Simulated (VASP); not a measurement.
All values below come from LDA (Ceperley-Alder, Perdew-Zunger), VASP's LDA PAW potentials (set 64) (plane waves; VASP).

VASP ran on this input.

File POSCAR:
```
ZrO2
1
    0.0000000000     2.5161928677     2.5161928677
    2.5161928677    -0.0000000000     2.5161928677
    2.5161928677     2.5161928677     0.0000000000
Zr O
1 2
Direct
  0.0000000000   0.0000000000   0.0000000000
  0.2500000000   0.2500000000   0.2500000000
  0.7500000000   0.7500000000   0.7500000000
```

**INCAR**
```
ALGO = Normal   ! blocked Davidson
SYSTEM = ZrO2
NSW = 60   ! most ionic steps
LMAXMIX = 4   ! l cut-off of mixed one-centre charges
ISIF = 3
IBRION = 2   ! conjugate gradients
NELM = 100
ISMEAR = 0   ! Gaussian
LREAL = .FALSE.
PREC = Accurate
LASPH = .TRUE.
EDIFFG = -0.02
LCHARG = .FALSE.
EDIFF = 1E-6   ! SCF stop (eV)
ENCUT = 520
SIGMA = 0.05   ! width (eV)
LWAVE = .FALSE.
```

### KPOINTS
```
Automatic mesh
0
Gamma
7 7 7
0 0 0
```

POTCAR, in this order: Zr_sv O (LDA.64 set). Program: vasp_std.

The run wrote:

File OSZICAR:
```
       N       E                     dE             d eps       ncg     rms          rms(c)
DAV:   1     0.198479450829E+03    0.19848E+03   -0.14877E+04   640   0.156E+03
DAV:   2    -0.296841753523E+02   -0.22816E+03   -0.22451E+03   840   0.391E+02
DAV:   3    -0.373737300188E+02   -0.76896E+01   -0.76835E+01   968   0.740E+01
DAV:   4    -0.374966367296E+02   -0.12291E+00   -0.12288E+00   856   0.782E+00
DAV:   5    -0.374996206482E+02   -0.29839E-02   -0.29839E-02   856   0.777E-01    0.271E+01
DAV:   6    -0.315345851050E+02    0.59650E+01   -0.34762E+01   688   0.463E+01    0.113E+01
DAV:   7    -0.314267667943E+02    0.10782E+00   -0.13834E+00   856   0.988E+00    0.704E+00
DAV:   8    -0.313676831857E+02    0.59084E-01   -0.17132E-01   848   0.415E+00    0.418E-01
DAV:   9    -0.313669209961E+02    0.76219E-03   -0.15066E-02   880   0.922E-01    0.329E-01
DAV:  10    -0.313669253772E+02   -0.43811E-05   -0.37812E-03   808   0.621E-01    0.135E-01
DAV:  11    -0.313669197972E+02    0.55800E-05   -0.10681E-03   744   0.284E-01    0.111E-01
DAV:  12    -0.313668754793E+02    0.44318E-04   -0.21927E-04   784   0.116E-01    0.328E-03
DAV:  13    -0.313668757753E+02   -0.29596E-06   -0.39614E-06   704   0.188E-02
   1 F= -.31366876E+02 E0= -.31366876E+02  d E =-.313669E+02
```

**OUTCAR**
```
------------------------ aborting loop because EDIFF is reached ----------------------------------------
  FORCE on cell =-STRESS in cart. coord.  units (eV):
  Direction    XX          YY          ZZ          XY          YZ          ZX
  --------------------------------------------------------------------------------------
  Total       -0.0206760     -0.0206760     -0.0206760     -0.0000000      0.0000000      0.0000000
  in kB       -1.0397177     -1.0397177     -1.0397177     -0.0000000      0.0000000      0.0000000
  external PRESSURE =      -1.0397177 kB  Pullay stress =       0.0000000 kB
  volume of cell :       31.86
      direct lattice vectors                 reciprocal lattice vectors
     0.000000000  2.516192868  2.516192868    -0.198712907  0.198712907  0.198712907
     2.516192868  0.000000000  2.516192868     0.198712907 -0.198712907  0.198712907
     2.516192868  2.516192868  0.000000000     0.198712907  0.198712907 -0.198712907
 POSITION                                       TOTAL-FORCE (eV/Angst)
 -----------------------------------------------------------------------------------
      0.00000      0.00000      0.00000        -0.000000     -0.000000     -0.000000
      1.25810      1.25810      1.25810         0.000000     -0.000000      0.000000
      3.77429      3.77429      3.77429         0.000000      0.000000     -0.000000
 -----------------------------------------------------------------------------------
    total drift:                                0.000000      0.000000      0.000000
  FREE ENERGIE OF THE ION-ELECTRON SYSTEM (eV)
  ---------------------------------------------------
  free  energy   TOTEN  =       -31.3668757753 eV

  energy  without entropy=      -31.3668757753  energy(sigma->0) =      -31.36687578

 reached required accuracy - stopping structural energy minimisation
```
(Selected blocks of OUTCAR.)

The compound is ZrO2 in the fluorite structure, the high-temperature cubic form, which is unstable at 0 K; the monoclinic form is the stable one. It was relaxed first. The start is the result of an earlier pass.
